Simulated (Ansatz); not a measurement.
CdSe in the rocksalt structure, 2 atoms and 36 valence electrons in a cell of about 46 Å³, was run 11 times in Ansatz 0.2.0, each time on 2 threads of Arm Neoverse V1 (shared host).

```
                    run  k mesh  irreducible k  cutoff (eV)  plane waves  bands  SCF iterations  wall time  peak host memory (GiB)
        relaxation, PBE   8×8×8             29          420          941     22              28          ?                       ?
     relaxation, r2SCAN   8×8×8             29          500         1211     22              31       12 s                    0.46
             bands, PBE   8×8×8             29          420          893     22               6      1.6 s                    0.31
   single point, r2SCAN   8×8×8             29          500         1211     22               6          ?                       ?
    single point, HSE06   6×6×6             16          420          893     22              17       72 s                     1.5
  single point, PBE+SOC   8×8×8             29          420          893     44               7          ?                       ?
      single point, LDA   8×8×8             29          420          893     22               6          ?                       ?
     relaxation, PBEsol   8×8×8             29          420          893     22              25      3.9 s                    0.33
        relaxation, LDA   8×8×8             29          420          869     22              27      3.9 s                    0.32
single point, HSE06+SOC   4×4×4              8          420          893     44              17          ?                       ?
      relaxation, HSE06   6×6×6             16          420          893     22              52       84 s                     1.5
```

**Question.** What time and memory did the runs marked ? need?

**Answer.**
```csv
run,wall time,peak host memory (GiB)
"single point, LDA",1.2 s,0.31
"single point, HSE06+SOC",2.2 min,1.2
"single point, r2SCAN",2.9 s,0.43
"single point, PBE+SOC",7.2 s,0.48
"relaxation, PBE",4 s,0.33
```

Only the levels marked +SOC include spin-orbit coupling.
